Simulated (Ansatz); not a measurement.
Consider the ligand exchange at the Si–N bond: `C=C[N]([GeH3])[SiH2]Cl` + `CC(=O)O` → `CC(=O)O[SiH2]Cl` + `C=C[NH][GeH3]`.

Calculated with Ansatz (gas phase, PBE0-D4/def2-TZVP geometries, no zero-point term in ΔE). CCSD(T)/CBS is the MP2 limit (def2-TZVPP, def2-QZVPP) plus CCSD(T) − MP2 in def2-TZVPP, frozen cores. Functionals use def2-TZVPP. For Ge outer-core shells are correlated without core-valence functions, which leaves a few kJ/mol of doubt a bond. Scalar relativity is left out up to krypton. One conformer a species, not always the lowest.

| level | ΔE (kJ/mol) |
| --- | --- |
| r2SCAN-D4 | -18.9 |
| PBE0-D4 | -13.3 |
| PBE0 | -19.3 |
| SCS-MP2/def2-QZVPP | -15.6 |

(1) What does CCSD(T)/CBS give? (An estimate is asked.)

Largest T1 diagnostic among the species: 0.015.

Results:

(1) Computed: -13.2 kJ/mol. The listed levels differ from it by -5.7, -0.1, -6.1, -2.4 kJ/mol.

In def2-TZVPP, CCSD(T) changes the Hartree–Fock value by +20.3 kJ/mol (the triples alone add +2.8 kJ/mol) and MP2 by +23.5 kJ/mol. The D4 term adds +10.8 kJ/mol with B3LYP and +6.0 kJ/mol with PBE0; it sums over pairs of atoms, weighted by their polarisabilities, and B3LYP, whose exchange is more repulsive, gets the larger term.

B3LYP here is the variant with VWN-RPA as its local correlation; programs differ in this.

CCSD(T)/CBS has its own doubt, a few kJ/mol and more with outer-core shells, so smaller differences from it don't rank the levels.
